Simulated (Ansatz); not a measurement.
Deforming AgCl

```
CELL_PARAMETERS angstrom
1.87091 -5.55660 0.00000
1.87091 5.55660 0.00000
0.00000 0.00000 3.92404
ATOMIC_POSITIONS crystal
Ag 0.39656 0.60344 0.75000
Ag 0.60344 0.39656 0.25000
Cl 0.86545 0.13455 0.25000
Cl 0.13455 0.86545 0.75000
```

Atom numbers follow the list: Ag1, Ag2, Cl3, Cl4.

Structure from Materials Project entry mp-570858 (possibly hypothetical), not relaxed further.

The calculation used DFT, PBE, PAW with Ansatz's default frozen-core files, scalar-relativistic in Ansatz 0.2.0.

Settings: a Γ-centred 9×9×8 k mesh, Fermi–Dirac smearing of 0.03 eV, cutoff 420 eV, no spin polarisation.

The unchanged cell is at 1.69 GPa.

Semilocal functionals give too small gaps.

x, y and z are the Cartesian axes of the cell as listed; fractional coordinates follow a strain, and an engineering shear is twice the off-diagonal strain component.

Vzz stands for the principal value of largest size of the field-gradient tensor, whatever its axis.

No spin–orbit coupling: at heavy atoms the gradients can be off by tens of per cent for that reason.

(1) One change gave: energy change +1.4 meV/atom; stress change (xx, yy, zz, yz, xz, xy) 0.09, 0.10, 0.12, -0.50, -0.17, 0.00 GPa, compression positive; change of the force on Cl3 (0.035, 0.002, -0.022) eV/Å; Vzz in 10²¹ V/m²: Ag1 4.91 → 4.90 (η = 0.36), Cl3 -5.54 → -5.61 (η = 0.54); gap on the k mesh 0.49 → 0.50 eV. Which change was it?
A. equal xy, yz and zx engineering shear strains of +1 %
B. equal xy, yz and zx engineering shear strains of -3 %
C. equal xy, yz and zx engineering shear strains of +3 %
D. equal xy, yz and zx engineering shear strains of -2 %
E. equal xy, yz and zx engineering shear strains of +2 %
F. equal xy, yz and zx engineering shear strains of -1 %

Results:

(1) C. For equal xy, yz and zx engineering shear strains of -2 %: energy change +0.7 meV/atom; stress change (xx, yy, zz, yz, xz, xy) 0.04, 0.05, 0.05, 0.36, 0.13, 0.02 GPa, compression positive; change of the force on Cl3 (-0.021, 0.000, 0.016) eV/Å; Vzz in 10²¹ V/m²: Ag1 4.91 → 4.91 (η = 0.24), Cl3 -5.54 → -5.58 (η = 0.41); gap on the k mesh 0.49 → 0.49 eV. For equal xy, yz and zx engineering shear strains of +1 %: energy change +0.2 meV/atom; stress change (xx, yy, zz, yz, xz, xy) 0.01, 0.01, 0.01, -0.17, -0.06, 0.00 GPa, compression positive; change of the force on Cl3 (0.011, 0.000, -0.008) eV/Å; Vzz in 10²¹ V/m²: Ag1 4.91 → 4.91 (η = 0.12), Cl3 -5.54 → -5.55 (η = 0.31); gap on the k mesh 0.49 → 0.49 eV. For equal xy, yz and zx engineering shear strains of -3 %: energy change +1.6 meV/atom; stress change (xx, yy, zz, yz, xz, xy) 0.10, 0.11, 0.12, 0.55, 0.21, 0.04 GPa, compression positive; change of the force on Cl3 (-0.030, 0.000, 0.025) eV/Å; Vzz in 10²¹ V/m²: Ag1 4.91 → 4.91 (η = 0.37), Cl3 -5.54 → -5.62 (η = 0.52); gap on the k mesh 0.49 → 0.50 eV. For equal xy, yz and zx engineering shear strains of -1 %: energy change +0.2 meV/atom; stress change (xx, yy, zz, yz, xz, xy) 0.01, 0.01, 0.01, 0.18, 0.06, 0.01 GPa, compression positive; change of the force on Cl3 (-0.011, 0.000, 0.008) eV/Å; Vzz in 10²¹ V/m²: Ag1 4.91 → 4.91 (η = 0.12), Cl3 -5.54 → -5.55 (η = 0.31); gap on the k mesh 0.49 → 0.49 eV. For equal xy, yz and zx engineering shear strains of +2 %: energy change +0.6 meV/atom; stress change (xx, yy, zz, yz, xz, xy) 0.04, 0.05, 0.05, -0.34, -0.11, -0.01 GPa, compression positive; change of the force on Cl3 (0.023, 0.001, -0.015) eV/Å; Vzz in 10²¹ V/m²: Ag1 4.91 → 4.91 (η = 0.24), Cl3 -5.54 → -5.57 (η = 0.41); gap on the k mesh 0.49 → 0.49 eV.
